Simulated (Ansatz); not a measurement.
# GeTe (space group R3m, No. 160; layered)

GeTe is taken in the trigonal space group R3m, hexagonal axes (No. 160), Pearson symbol hR2. Cell: a = b = 4.187 Å, c = 11.060 Å, α = β = 90.00°, γ = 120.00°. Ge on 3a has 3 Te at 2.815 Å and 3 Te at 3.299 Å (octahedral). Te on 3a has 3 Ge at 2.815 Å and 3 Ge at 3.299 Å (octahedral). (Neighbours: up to the widest gap in distance over summed covalent radii, below 1.35, at either atom.)
(The calculation used a cell of 2 atoms; values per cell refer to that cell.)

Method: r2SCAN (Ansatz, a quantum-chemistry and plane-wave program), scalar-relativistic without spin-orbit coupling. k-mesh 10×10×10 (Γ-centred); smearing 0.05 eV (Fermi–Dirac).

* **Volume per atom**: 27.99 Å³
* **Density**: 5.94 g/cm³
* **Band gap**: 0.64 eV (uncertain: the edges found on the path are not clean extrema)
* **Total energy**: -5648.894 eV/atom (σ→0; compares only within this code and set-up)

With Te present, leaving out spin-orbit coupling can change the band edges. Whether these cells are dynamically stable was not tested. No dispersion term is included, though the crystal is made of layers, chains or molecules, so its spacings can come out too wide.
